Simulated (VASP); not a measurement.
# Sc in VASP: further runs

One slab, Sc, is run at these levels: PBE; tasks: single point.

All numbers are computed with VASP 6.6.1; they aren't measurements. Logs are shortened: lines on timing, memory, paths and dates and some standing lists are left out, and cuts for length are marked.

### 1 The structure

The cell holds a slab with vacuum, 5 atoms: a = 3.211 Å, b = 3.211 Å, c = 14.487 Å, α = 90.00°, β = 90.00°, γ = 120.00°.

The slab is cut from a database's or a generator's crystal, which needn't be the stable form of the element.

### 2 Single point, PBE

Contents of INCAR:

```
ALGO     = Normal         # electronic algorithm
DIPOL    = 0.5 0.5 0.500
EDIFF    = 1E-7           # SCF threshold, eV
ENCUT    = 460            # plane-wave cutoff, eV
GGA      = PE             # functional
IDIPOL   = 3            
ISIF     = 2              # what is computed and relaxed
ISMEAR   = 1              # smearing method
LASPH    = True           # aspherical terms in the spheres
LCHARG   = False          # write CHGCAR
LDIPOL   = True         
LREAL    = False          # projectors in reciprocal space
LVACPOTAV= True         
LVHAR    = True         
LWAVE    = False          # write WAVECAR
NBANDS   = 40             # bands
NELM     = 120            # most SCF steps
PREC     = Accurate       # precision mode
SIGMA    = 0.1            # smearing width, eV
```

Contents of KPOINTS:

```
k-points
0
Gamma
  15 15 1
```

Contents of POSCAR:

```
Sc
1.0
    3.2109718934      0.0000000000      0.0000000000
   -1.6054859467      2.7807832305      0.0000000000
    0.0000000000      0.0000000000     14.4869902896
Sc
5
Direct
    0.6666666667      0.3333333333      0.1380549003
    0.3333333333      0.6666666667      0.3190274501
    0.0000000000      0.0000000000      0.5000000000
    0.6666666667      0.3333333333      0.6809725499
    0.3333333333      0.6666666667      0.8619450997
```

Potentials or basis: VASP PAW PBE potentials, release 64 (Sc_sv).

The run is started by

```
$ cat potpaw_PBE.64/Sc_sv/POTCAR > POTCAR
$ mpirun -np 1 vasp_std > vasp.out
```

OUTCAR:

```text
EDIFF = 1E-7
   ENCUT = 460
   GGA = PE
   ISIF = 2
   ISMEAR = 1
   LASPH = True
   LREAL = False
   NELM = 120
   PREC = Accurate

 Found     27 irreducible k-points:

 Following reciprocal coordinates:
            Coordinates               Weight
  0.000000  0.000000  0.000000      1.000000
  0.066667  0.000000  0.000000      6.000000
  0.133333  0.000000  0.000000      6.000000
  0.200000  0.000000  0.000000      6.000000
  0.266667  0.000000  0.000000      6.000000
  0.333333  0.000000  0.000000      6.000000
   k-points           NKPTS =     27   k-points in BZ     NKDIM =     27   number of bands    NBANDS=     40
   number of dos      NEDOS =    301   number of ions     NIONS =      5
   total plane-waves  NPLWV =  62208
   dimension x,y,z NGX =    24 NGY =   24 NGZ =  108
   dimension x,y,z NGXF=    48 NGYF=   48 NGZF=  216
   ions per type =               5
   NGX,Y,Z   is equivalent  to a cutoff of  12.43, 12.43, 12.39 a.u.
   NGXF,Y,Z  is equivalent  to a cutoff of  24.85, 24.85, 24.79 a.u.
 SYSTEM =  unknown system
   PREC   = accura    normal or accurate (medium, high low for compatibility)
   ISTART =      0    job   : 0-new  1-cont  2-samecut
   ICHARG =      2    charge: 1-file 2-atom 10-const
   ISPIN  =      1    spin polarized calculation?
   LNONCOLLINEAR =      F non collinear calculations
   LSORBIT =      F    spin-orbit coupling
   LASPH  =      T    aspherical Exc in radial PAW
   ENCUT  =  460.0 eV  33.81 Ry    5.81 a.u.   5.62  5.62 25.33*2*pi/ulx,y,z
   NELM   =    120;   NELMIN=  2; NELMDL= -5     # of ELM steps
   EDIFF  = 0.1E-06   stopping-criterion for ELM
   LREAL  =      F    real-space projection
   EDIFFG = 0.1E-05   stopping-criterion for IOM
   NSW    =      0    number of steps for IOM
   IBRION =     -1    ionic relax: 0-MD 1-quasi-New 2-CG
   NFREE  =      0    steps in history (QN), initial steepest desc. (CG)
   ISIF   =      2    stress and relaxation
   ISYM   =      2    0-nonsym 1-usesym 2-fastsym
   POTIM  = 0.5000    time-step for ionic-motion
   TEBEG  =    0.0;   TEEND  =   0.0 temperature during run
   PSTRESS=    0.0 pullay stress
   NELECT =      55.0000    total number of electrons
   NUPDOWN=      -1.0000    fix difference up-down
   EMIN   =  10.00;   EMAX   =-10.00  energy-range for DOS
   EFERMI =   0.00;   METHOD = LEGACY
   ISMEAR =     1;   SIGMA  =   0.10  broadening in eV -4-tet -1-fermi 0-gaus
   EFERMI_NEDOS =   21; number of points for ismear=-14 and -15
   IALGO  =     38    algorithm
   IMIX   =      4    mixing-type and parameters
     AMIX     =   0.40;   BMIX     =  1.00
     AMIX_MAG =   1.60;   BMIX_MAG =  1.00
  volume/ion in A,a.u.               =      25.87       174.59
  Fermi-wavevector in a.u.,A,eV,Ry     =   1.231029  2.326308 20.618726  1.515434
  Thomas-Fermi vector in A             =   2.365855
   LORBIT       =      0    0 simple, 1 ext, 2 COOP (PROOUT), +10 PAW based schemes
   GGA     = PE    functional components
   LHFCALC =     F    Hartree Fock is set to
   AEXX    =    0.0000 exact exchange contribution
   IVDW    =     0    specifies the selected vdW correction
   LEPSILON=     F    determine dielectric tensor
   LRPA    =     F    only Hartree local field effects (RPA)
 non-spin polarized calculation
 Methfessel and Paxton  Order N= 1 SIGMA  =   0.10
  energy-cutoff  :      460.00
  volume of cell :      129.35
 maximum number of plane-waves:      2943
 NGX is ok and might be reduce to    24
   NGX = 11   NGY = 11   NGZ = 51

 dipolmoment           0.000000      0.000000     -0.000000 electrons x Angstroem

 number of electron      54.9999988 magnetization

 dipolmoment           0.000000      0.000000      0.000000 electrons x Angstroem

 Free energy of the ion-electron system (eV)
  ---------------------------------------------------
  ext. energy  EPLUGINS =         0.00000000
  ---------------------------------------------------
  free energy    TOTEN  =       -30.35741151 eV

  energy without entropy =      -30.35422421  energy(sigma->0) =      -30.35634907

 E-fermi :   3.4070     XC(G=0):  -9.6006

 val. band max:        3.4009906401   @ k =   0.3333   0.2000   0.0000
 cond. band min:       3.4100851908   @ k =   0.2000   0.0000   0.0000
 fundamental gap:      0.0090945507
 Fermi energy:         3.4069915459

 k-point     1 :       0.0000    0.0000    0.0000
  band No.  band energies     occupation
      1     -46.2042      2.00000
      2     -46.2037      2.00000
      3     -45.8734      2.00000
      4     -45.7866      2.00000
      5     -45.7786      2.00000
      6     -24.8984      2.00000
[... 31 lines left out ...]
     38       5.1742     -0.00000
     39       5.2538     -0.00000

 k-point     2 :       0.0667    0.0000    0.0000
  band No.  band energies     occupation
      1     -46.2020      2.00000
      2     -46.2016      2.00000
      3     -45.8710      2.00000
      4     -45.7845      2.00000
      5     -45.7768      2.00000
      6     -24.8954      2.00000
[... 31 lines left out ...]
     38       5.2398     -0.00000
     39       5.2409     -0.00000

 k-point     3 :       0.1333    0.0000    0.0000
  band No.  band energies     occupation
      1     -46.1960      2.00000
      2     -46.1957      2.00000
      3     -45.8642      2.00000
      4     -45.7786      2.00000
      5     -45.7717      2.00000
      6     -24.8870      2.00000
[... 31 lines left out ...]
     38       5.3088     -0.00000
     39       5.4442      0.00000

 k-point     4 :       0.2000    0.0000    0.0000
  band No.  band energies     occupation
      1     -46.1872      2.00000
      2     -46.1869      2.00000
      3     -45.8541      2.00000
      4     -45.7698      2.00000
      5     -45.7642      2.00000
      6     -24.8750      2.00000
[... 31 lines left out ...]
     38       5.5601      0.00000
     39       5.7582      0.00000

 k-point     5 :       0.2667    0.0000    0.0000
  band No.  band energies     occupation
      1     -46.1771      2.00000
      2     -46.1768      2.00000
      3     -45.8425      2.00000
      4     -45.7598      2.00000
      5     -45.7556      2.00000
      6     -24.8627      2.00000
[... 31 lines left out ...]
     38       5.6301      0.00000
     39       5.8711      0.00000

 k-point     6 :       0.3333    0.0000    0.0000
  band No.  band energies     occupation
      1     -46.1674      2.00000
      2     -46.1672      2.00000
      3     -45.8314      2.00000
      4     -45.7502      2.00000
      5     -45.7474      2.00000
      6     -24.9037      2.00000
[... 31 lines left out ...]
     38       5.7841      0.00000
     39       5.9685      0.00000

 [... further k-points ...]

 [bands above 39 left out]

------------------------ aborting loop because EDIFF is reached ----------------------------------------

  FORCE on cell =-STRESS in cart. coord.  units (eV):
  Direction    XX          YY          ZZ          XY          YZ          ZX
  --------------------------------------------------------------------------------------
  -------------------------------------------------------------------------------------
  Total        1.1244832      1.1244832     -1.7751337      0.0000000      0.0000000      0.0000000
  in kB       13.9277756     13.9277756    -21.9866897      0.0000000      0.0000000      0.0000000
  external PRESSURE =       1.9562872 kB  Pullay stress =       0.0000000 kB

 VOLUME and BASIS-vectors are now :
 -----------------------------------------------------------------------------
  energy-cutoff  :      460.00
  volume of cell :      129.35
      direct lattice vectors                 reciprocal lattice vectors
     3.210971893  0.000000000  0.000000000     0.311432187  0.179805457  0.000000000
    -1.605485947  2.780783230  0.000000000     0.000000000  0.359610914  0.000000000
     0.000000000  0.000000000 14.486990290     0.000000000  0.000000000  0.069027450

 POSITION                                       TOTAL-FORCE (eV/Angst)
 -----------------------------------------------------------------------------------
      1.60549      0.92693      2.00000        -0.000000      0.000000     -0.465730
     -0.00000      1.85386      4.62175        -0.000000      0.000000     -0.310626
      0.00000      0.00000      7.24350         0.000000      0.000000      0.000000
      1.60549      0.92693      9.86524         0.000000     -0.000000      0.310626
     -0.00000      1.85386     12.48699        -0.000000     -0.000000      0.465730
 -----------------------------------------------------------------------------------
    total drift:                                0.000000     -0.000000      0.000000

  FREE ENERGIE OF THE ION-ELECTRON SYSTEM (eV)
  ---------------------------------------------------
  free  energy   TOTEN  =       -30.3574115062 eV

  energy  without entropy=      -30.3542242113  energy(sigma->0) =      -30.35634907
```

It took 4.4 min on 1 thread of AMD EPYC 7R43 (Zen 3), shared host; peak memory 0.23 GiB.

The run converged, but some of its settings lie outside the range that counts as converged, so its numbers aren't taken as properties of the slab.

Results:

- Free energy: -30.3574 eV
- Largest force: 0.466 eV/Å
- Band gap on the k mesh: none (metal or under the smearing width)

### 3 Single point, PBE

This run uses another cell than the first one, of 40.16 Å³/atom, 1.552 times its volume.

INCAR is that of step 2.

Contents of KPOINTS:

```
k-points
0
Gamma
  10 10 1
```

Contents of POSCAR:

```
Sc
1.0
    3.2109718934      0.0000000000      0.0000000000
   -1.6054859467      2.7807832305      0.0000000000
    0.0000000000      0.0000000000     22.4869902896
Sc
5
Direct
    0.6666666667      0.3333333333      0.2668209450
    0.3333333333      0.6666666667      0.3834104725
    0.0000000000      0.0000000000      0.5000000000
    0.6666666667      0.3333333333      0.6165895275
    0.3333333333      0.6666666667      0.7331790550
```

Potentials or basis: VASP PAW PBE potentials, release 64 (Sc_sv).

The run is started by

```
$ cat potpaw_PBE.64/Sc_sv/POTCAR > POTCAR
$ mpirun -np 1 vasp_std > vasp.out
```

Run time: 3.8 min. Hardware: 1 thread of AMD EPYC 7R43 (Zen 3), shared host; peak memory 0.26 GiB.

The run converged, but some of its settings lie outside the range that counts as converged, so its numbers aren't taken as properties of the slab.

Results:

```yaml
Free_energy: -29.5944 eV
Largest_force: 0.245 eV/Å
Band_gap_on_the_k_mesh: none (metal or under the smearing width)
Work_function_of_the_upper_face: 3.59 eV
Work_function_of_the_lower_face: 3.59 eV
```
